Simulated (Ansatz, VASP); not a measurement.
# Cross-check of Si2HCl (H-SiSi-Cl chair monolayer) between VASP and Ansatz

Wanted: the spread between two codes on one cell, functional and k mesh. The structure shown is the start of the Ansatz relaxation below; VASP solves that cell, so the two are compared at the walk's first step.

Calculated with Ansatz 0.2.0; plane waves, with VASP 6.6.1 beside it; single point at PBE with D3(BJ).

## (1) The structure

The cell holds 4 atoms: 1 Cl, 2 Si and 1 H. Its edges and angles: a = 3.663 Å, b = 3.663 Å, c = 39.590 Å, α = 90.0°, β = 90.0°, γ = 120.0°. Vacuum lies along c.

## (2) Ansatz: relaxation, PBE with D3(BJ)

Ansatz runs on its PAW soft_1 files.

The two programs are compared at the cell with which this relaxation starts, whose forces are those of its first step.

The input, input.yaml:

```yaml
crystal:
  lattice:
    - [3.663, 0.0, 0.0]
    - [-1.8315, 3.1722510541, 0.0]
    - [0.0, 0.0, 39.5899999981]
  atoms:
    - { symbol: Cl, position: [0.6666666667, 0.3333333333, 0.4458196514] }
    - { symbol: Si, position: [0.6666666667, 0.3333333333, 0.4996211164] }
    - { symbol: Si, position: [0.3333333333, 0.6666666667, 0.5183127052] }
    - { symbol: H, position: [0.3333333333, 0.6666666667, 0.5541803486] }
  periodic: [true, true, false]
kpoints:
  mp_grid: { grid: [12, 12, 1] }
hamiltonian:
  xc: pbe
  dispersion: d3bj
  pseudopotentials: { kind: paw, azcp: { folder: soft_1 } }
scf:
  occupations: { method: fermi_dirac, width: 0.05 }
  convergence: { dr2_threshold: 1.0e-09 }
relax:
  f_tol: 0.004
  max_steps: 90
  cell: {}
output:
  write_potential: true
  write_density: true
  volumetric_format: npy
```

Run with:

```bash
$ ansatz run input.yaml --threads 2 --pin off --max-ram 3072MiB --backend cpu --events-out ev --progress --plain --runs-dir out
```

Numbers of over 12 decimals in the logs are rounded to 6 here.

The program printed:

```text
Warning: relax.cell: scf.convergence.dr2_threshold = 1e-9 eV is looser than the 1.95882452847e-10 eV advised for a relaxation that steers and ends on the stress (1e-10 eV for each atom of the cell: 4, times the square of relax.cell.stress_2d_tol = 0.05 N/m over 14.3 Å (the atoms' height at the walk's start and 5 Å past either face), 3.499e-2 GPa, over a crystal's default 0.05). What an SCF threshold leaves in a stress goes as its square root, and in the free energy as the threshold itself, and one threshold admits the most on a small cell: [figures from the program's tests cut] Set scf.convergence.dr2_threshold to 1.95882452847e-10 eV or tighter. [rest of the remark cut]
Engine: ansatz 0.2.0, aarch64-unknown-linux-gnu
Pseudopotentials: kind: paw
Pseudopotential: Cl, paw, valence charge 7, recommended cutoff 420 eV (normal), soft_1/Cl.paw.azcp
Pseudopotential: Si, paw, valence charge 4, recommended cutoff 420 eV (normal), soft_1/Si.paw.azcp
Pseudopotential: H, paw, valence charge 1, recommended cutoff 420 eV (normal), soft_1/H.paw.azcp
Functional definition: PBE
  parameter kappa = 0.804
  parameter beta = 0.066725
  exchange = pbe_x(kappa = kappa, mu = beta*pi^2/3)
  correlation = pbe_c(beta = beta)
Crystal: 4 atoms, lattice volume = 460.034 Å³
Basis set: ecut = 420 eV, 8929 PW (Γ), exchange–correlation on 50×50×540 points (8 copies of the dense FFT grid, shifted against one another)
Bands: 12, of which v1, the nominal top of the filled ones, is band 8 counted from 1 (7 counted from 0)
Symmetry: 6 space group operations
Space group: P3m1 (ITA 156), of the structure as read, at distance tolerance 7.7e-5 Å
k-points: 19 of 144 (time reversal used)
Non-local potential: Cl, projectors of the file, l = 0: 2, l = 1: 2, l = 2: 1
Non-local potential: Si, projectors of the file, l = 0: 2, l = 1: 2, l = 2: 1
Non-local potential: H, projectors of the file, l = 0: 2, l = 1: 1
PAW form: soft (Blöchl's): semilocal exchange-correlation on the pseudo side does not see the compensation charge
PAW one-centre angular grid: Cl, 110 points (default); XC on 64 Gauss nodes
PAW one-centre angular grid: Si, 110 points (default); XC on 64 Gauss nodes
PAW one-centre angular grid: H, 110 points (default); XC on 64 Gauss nodes
Initial density: superposition of atomic densities (neutral atoms: chi_scale 0, normalization atom)
Initial wavefunctions: pseudopotential atomic-orbital guess
Functional: x = pbe(κ = 0.804, μ = 0.219515), c = pbe(β = 0.066725)
SCF iter   1: F=—  HF=-2369.157854 eV  |F-HF|=—  |Δ(HF+E_count)|=         —  Δρ=2.32e-2  dr2=2.21e0  ethr=3.10e-3  ⟨swp⟩=16.9  Hψ=3315  notcnv=0
preconditioner: auto → Resta (q_TF=auto, 1.559 Å⁻¹)  ε∞=1.5  [insulator: Δε(μ)=2.110 eV  Ē_g=10.134 eV  σ=0.050 eV  W_gap=1.00  n_scr=18 (ndim 8)  ℏωp=6.9 eV  f_vac=0.795  D(μ)=0.00/eV (n_scr^D=0)  ε∞_Penn≈1.5  vacuum switching on, ρ_ref=7.4e-3 e/Å³]
SCF iter   2: F=—  HF=-2368.555860 eV  |F-HF|=—  |Δ(HF+E_count)|=   6.02e-1  Δρ=9.92e-3  dr2=3.99e-1  ethr=3.10e-3  ⟨swp⟩=4.1  Hψ=674  notcnv=0
SCF iter   3: F=—  HF=-2368.475460 eV  |F-HF|=—  |Δ(HF+E_count)|=   8.04e-2  Δρ=2.17e-3  dr2=1.62e-1  ethr=2.50e-3  ⟨swp⟩=5.2  Hψ=667  notcnv=0  defer=1
SCF iter   4: F=—  HF=-2368.451070 eV  |F-HF|=—  |Δ(HF+E_count)|=   2.44e-2  Δρ=9.02e-4  dr2=1.47e-2  ethr=1.01e-3  ⟨swp⟩=4.6  Hψ=651  notcnv=0
SCF iter   5: F=—  HF=-2368.449183 eV  |F-HF|=—  |Δ(HF+E_count)|=   1.89e-3  Δρ=3.66e-4  dr2=6.22e-4  ethr=9.16e-5  ⟨swp⟩=3.1  Hψ=444  notcnv=0
SCF iter   6: F=—  HF=-2368.449519 eV  |F-HF|=—  |Δ(HF+E_count)|=   3.36e-4  Δρ=8.47e-5  dr2=4.75e-5  ethr=3.88e-6  ⟨swp⟩=3.0  Hψ=440  notcnv=0
SCF iter   7: F=—  HF=-2368.449521 eV  |F-HF|=—  |Δ(HF+E_count)|=   2.07e-6  Δρ=1.96e-5  dr2=3.50e-6  ethr=2.97e-7  ⟨swp⟩=3.0  Hψ=474  notcnv=0
SCF iter   8: F=—  HF=-2368.449521 eV  |F-HF|=—  |Δ(HF+E_count)|=   2.38e-7  Δρ=6.18e-6  dr2=1.83e-7  ethr=2.19e-8  ⟨swp⟩=2.6  Hψ=416  notcnv=0
SCF iter   9: F=—  HF=-2368.449530 eV  |F-HF|=—  |Δ(HF+E_count)|=   8.60e-6  Δρ=1.45e-6  dr2=2.25e-8  ethr=1.14e-9  ⟨swp⟩=3.1  Hψ=467  notcnv=0
SCF iter  10: F=—  HF=-2368.449530 eV  |F-HF|=—  |Δ(HF+E_count)|=   5.87e-9  Δρ=4.66e-7  dr2=3.08e-9  ethr=1.41e-10  ⟨swp⟩=3.2  Hψ=444  notcnv=0
[...]
SCF 1 converged in 11 iterations: F = -2368.449530 eV  dr2 = 1.74e-10
[...]
SCF iter   6: F=—  HF=-2368.787749 eV  |F-HF|=—  |Δ(HF+E_count)|=   8.46e-9  Δρ=1.02e-6  dr2=4.89e-9  ethr=7.29e-10  ⟨swp⟩=2.8  Hψ=387  notcnv=0
SCF iter   7: F=-2368.787749 eV  HF=-2368.787749 eV  |F-HF|=1.80e-10  |Δ(HF+E_count)|=   6.65e-9  Δρ=1.87e-7  dr2=4.18e-10  ethr=6.25e-12  ⟨swp⟩=12.6  Hψ=1874  notcnv=0
SCF 6 converged in 7 iterations: F = -2368.787749 eV  dr2 = 4.18e-10
relax step   6: F+E_penalty+E_count = -2368.78774912 eV  Δ(F+E_penalty+E_count) = -7.105e-5 eV  max|allowed force component| = 2.228e-3 eV/Å  Δτ_max = 0.0019 Å  P = +0.002 N/m  Ω = 515.448 Å³  energy of the carried Pulay correction = -1.377e-3 eV  fix = [c, alpha, beta]  reactions: c +0.000 N/m  (7 SCF iters, accepted)
Basis set: ecut = 420 eV, 10201 PW (Γ), exchange–correlation on 54×54×540 points (8 copies of the dense FFT grid, shifted against one another)
Initial wavefunctions: pseudopotential atomic-orbital guess (no wavefunctions were taken with the density)
iter 1 solved again at ethr=1.02e-5 eV; its pass at ethr=3.10e-3 eV (dr2=1.64e-3 eV) is discarded
SCF iter   1: F=—  HF=-2368.786884 eV  |F-HF|=—  |Δ(HF+E_count)|=         —  Δρ=1.21e-4  dr2=4.43e-6  ethr=1.02e-5  ⟨swp⟩=4.2  Hψ=3690  notcnv=0
eigensolver tolerance schedule: the retry pair's looser diagonalisation over-reported the residual by 367.98 of it (diagonalisation noise at an unbounded share of the residual, at the tolerance the schedule requests for it); recorded, not acted on — ethr = c·dr2/N_el stays at c = 1.0e-1
preconditioner: auto → Resta (q_TF=auto, 1.529 Å⁻¹)  ε∞=1.5  [insulator: Δε(μ)=1.871 eV  Ē_g=8.328 eV  σ=0.050 eV  W_gap=1.00  n_scr=18 (ndim 8)  ℏωp=6.1 eV  f_vac=0.809  D(μ)=0.00/eV (n_scr^D=0)  ε∞_Penn≈1.5  vacuum switching on, ρ_ref=5.0e-3 e/Å³]
SCF iter   2: F=—  HF=-2368.788681 eV  |F-HF|=—  |Δ(HF+E_count)|=   1.80e-3  Δρ=6.08e-5  dr2=1.57e-6  ethr=2.77e-8  ⟨swp⟩=4.4  Hψ=689  notcnv=0
SCF iter   3: F=—  HF=-2368.789395 eV  |F-HF|=—  |Δ(HF+E_count)|=   7.14e-4  Δρ=2.68e-5  dr2=2.90e-7  ethr=9.79e-9  ⟨swp⟩=2.8  Hψ=422  notcnv=0
SCF iter   4: F=—  HF=-2368.789642 eV  |F-HF|=—  |Δ(HF+E_count)|=   2.47e-4  Δρ=3.06e-6  dr2=5.12e-8  ethr=1.81e-9  ⟨swp⟩=3.1  Hψ=447  notcnv=0
SCF iter   5: F=—  HF=-2368.789648 eV  |F-HF|=—  |Δ(HF+E_count)|=   5.63e-6  Δρ=1.31e-6  dr2=5.08e-8  ethr=3.20e-10  ⟨swp⟩=2.6  Hψ=393  notcnv=0
SCF iter   6: F=—  HF=-2368.789648 eV  |F-HF|=—  |Δ(HF+E_count)|=   5.01e-8  Δρ=4.22e-7  dr2=1.29e-9  ethr=3.18e-10  ⟨swp⟩=1.6  Hψ=257  notcnv=0
SCF iter   7: F=-2368.789648 eV  HF=-2368.789648 eV  |F-HF|=5.90e-9  |Δ(HF+E_count)|=   2.30e-8  Δρ=1.47e-7  dr2=2.39e-10  ethr=6.25e-12  ⟨swp⟩=18.2  Hψ=2323  notcnv=0
SCF 7 converged in 7 iterations: F = -2368.789648 eV  dr2 = 2.39e-10
relax step   7: F+E_penalty+E_count = -2368.78964775 eV  Δ(F+E_penalty+E_count) = -1.899e-3 eV  max|allowed force component| = 1.017e-3 eV/Å  Δτ_max = 0.0000 Å  P = +0.017 N/m  Ω = 515.448 Å³  fix = [c, alpha, beta]  reactions: c +0.000 N/m  stress off target by 1.68e-2 N/m on what of the cell is left free  SCF on the basis re-selected at this cell (its energy is not comparable with the rows above)  (7 SCF iters)
basis re-selected at this cell: Δ(F+E_penalty+E_count) = -1.899e-3 eV, ΔP = +0.015 N/m vs the last step (what re-selecting the basis moved, of the pressure what is left beyond the Pulay correction that the steps carried, after the strain that the cell walked since its last selection, with what the two solves' SCF thresholds leave and, on support functions, any second-order correction that the steps lacked; it is no measure of the basis error at this ecutwfc). The dense FFT grid was sized anew with the basis: this SCF ran on 27×27×270 points, the steps before it on 25×25×270, so part of this shift can come from that change (see relax.cell in the input reference). [rest of the remark cut]
WARN: The output density's exchange-correlation potential varies sharply where the density is thin. Do not read a vacuum level from v_tot or v_xc, or from such a field of the output density. On a cell that repeats whose density bears no net charge and no dipole along the vacuum's axis use v_es (v_loc + v_h of the components); under efield.dipole_correction with no amplitude use v_es + v_field, which holds any externa [...]
SCF converged after 7 iterations
Free energy (F): -2368.789648 eV
Harris-Foulkes:  -2368.789648 eV  (|F-HF|=5.90e-9)
Internal energy: -2368.789648 eV  (E = F + TS)
E sigma→0 (E₀):  -2368.789648 eV
Fermi energy:    -4.525545 eV
--- Per-component energies (eV) ---
  E_band       = -176.397899
  E_kinetic    = 247.190126
  E_local      = -14896.791386  (includes V_loc(G=0)·N_el)
  E_nonlocal   = 77.212063
  E_hartree    = 7312.651043
  E_xc         = -228.606462
  E_vxc        = -222.463130  (∫ρ·V_xc dr)
  E_paw        = -1682.874186  (= ΣΔE_a)
  E_vpaw       = -6.846470  (= ΣTr[D̂ρ^β])
  E_aug_tail   = -0.000784  (compensation charges beyond the density's cutoff)
  E_ewald      = 6802.958231
  E_disp       = -0.528293  (pairwise vdW)
  E_smearing   = -0.000000  (= −TS)
  E_closure    = -0.000000  (closes the sum)
  Σ components = -2368.789648   (vs F -2368.789648, Δ=0.00e0)
--- Forces (eV/Å), atoms counted from 1 ---
  atom   1  Cl     0.00000000    -0.00000000    -0.00097215
  atom   2  Si    -0.00000000     0.00000000    -0.00007276
  atom   3  Si     0.00000000    -0.00000000     0.00003757
  atom   4  H      0.00000000    -0.00000000     0.00101966
  max |Σ_I F_I| component: 1.23e-5 eV/Å
--- 2D stress c σ (N/m, compression-positive) ---
        0.016798       0.000000       0.000000
       -0.000000       0.016798       0.000000
        0.000000       0.000000       0.000000
  P = ½ c Tr σ = 0.0168 N/m
--- Band table (eV; the first three rows and the last of 19) ---
  k-point 0: bands = [... 4 lower, -7.7939, -7.7939, -5.4436, -5.4436, -3.5730, -1.7308, -1.7284, -1.7284]
  k-point 1: bands = [... 4 lower, -7.9464, -7.8314, -5.9796, -5.5706, -3.2049, -1.8510 (-1.8510°), -1.4669, -1.4466]
  k-point 2: bands = [... 4 lower, -8.3677, -7.9333, -6.8166, -5.8520, -2.9628, -1.9492 (-1.9492°), -0.8573, -0.7256]
  k-point 18: bands = [... 4 lower, -9.3595, -9.3008, -7.7788, -7.6504, -1.9034, -1.0828, -0.2842, 1.1097]
  ° read free of the cell's end (the report's vacuum.weakly_bound_levels)
--- Relaxed structure (6 steps of the walk, 5 accepted, 1 SCFs on fresh bases) ---
  F+E_penalty+E_count = -2368.78964775 eV   max|allowed force component| = 1.017e-3 eV/Å   (the final SCF, on the basis selected at the relaxed cell)
  cell:  # Å, volume = 515.4478 Å³
    - [3.877344, 0.0, 0]
    - [-1.938672, 3.357878, 0]
    - [0, 0, 39.5899999981]
  atoms:
    - { symbol: Cl, position: [0.666667, 0.333333, 0.446518] }
    - { symbol: Si, position: [0.666667, 0.333333, 0.498829] }
    - { symbol: Si, position: [0.333333, 0.666667, 0.517301] }
    - { symbol: H, position: [0.333333, 0.666667, 0.555286] }
```

The column dr2 measures how far the density is from self-consistency, as an energy; F and HF (Harris–Foulkes) agree once it is small.

(Continued in part 2 of 2.)

[Lines on the potential files, build, host, timing and source positions are cut from VASP's logs without a mark.]

[Logs are printed without paths, hosts, clocks, repeated set-up lines and the standing remarks that a program may print on its own settings, such as how far it seeks lower states.]

[Hosts, paths, dates, database ids (printed as entryN), source tags and the programs' standing remarks are cut or masked in the printed files.]
